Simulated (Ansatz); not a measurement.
# SiNi: which structure wins at one pressure

Which of rocksalt, CsCl, WC, NiAs, zincblende has the lowest enthalpy for SiNi at one common pressure? The runs shown use LAPW. Companion runs by PAW are cited.

Method: DFT, PBE, all-electron LAPW, scalar-relativistic, in Ansatz 0.2.0.

### 1 Starting point

Symmetry: Fm-3m, No. 225, cubic system. Conventional cell: a = 4.046 Å, b = 4.046 Å, c = 4.046 Å, α = 90.00°, β = 90.00°, γ = 90.00°. Ni (site symmetry m-3m) has 6 Si at 2.02 Å as nearest neighbours. Si (site symmetry m-3m) is surrounded by 6 Ni at 2.02 Å.

Structure file:

```
Ni Si
1.0
     0.00000    2.02318    2.02318
     2.02318    0.00000    2.02318
     2.02318    2.02318    0.00000
Ni Si
1 1
Direct
  0.00000 0.00000 0.00000
  0.50000 0.50000 0.50000
```

Atoms are numbered in the order of the input: Ni1, Si2.

### 2 Rocksalt relaxed under pressure, LAPW

File input.yaml:

```yaml
crystal:
  lattice:
    - [0.0, 2.0231768363, 2.0231768363]
    - [2.0231768363, 0.0, 2.0231768363]
    - [2.0231768363, 2.0231768363, 0.0]
  atoms:
    - { symbol: Ni, position: [0.0, 0.0, 0.0] }
    - { symbol: Si, position: [0.5, 0.5, 0.5] }
kpoints:
  mp_grid: { grid: [17, 17, 17] }
scf:
  occupations: { method: fermi_dirac, width: 0.1 }
hamiltonian:
  xc: pbe
  pseudopotentials: { kind: all_electron, lapw: { basis_error: 0.0005 } }
output:
  forces: true
  stress: true
  eigenvalues: true
relax:
  f_tol: 0.005
  max_steps: 12
  cell: { p_target: 190.0, stress_tol: 0.095 }
```

Command:

```console
$ ansatz run input.yaml --threads 1 --pin off --max-ram 3584MiB --backend cpu --events-out ev --progress --plain --runs-dir out
```

After this run come: CsCl relaxed under pressure, LAPW; WC relaxed under pressure, LAPW; NiAs at the cell that PAW relaxed, LAPW; Zincblende relaxed under pressure, LAPW.

Before running it: what results should come out? Wanted: pressure; lowest (for each run or level that gives them).

**Answer**, as computed:

| quantity | value |
| --- | --- |
| pressure | 190 GPa |
| lowest (LAPW) | CsCl, 140.5 meV/atom under WC |
| lowest (PAW) | CsCl, 141.8 meV/atom under WC |

In words: By LAPW the order is CsCl < WC < NiAs < rocksalt < zincblende. By PAW the order is CsCl < WC < NiAs < rocksalt < zincblende. The methods agree on the lowest phase. Only these structures were tried, with electrons smeared by 0.1 eV and without vibrations, so the true ground state may be another. The k meshes differ between phases and weren't tested, which can move differences by some meV. Spin polarisation is left out here, though a magnetic state may lie well lower.
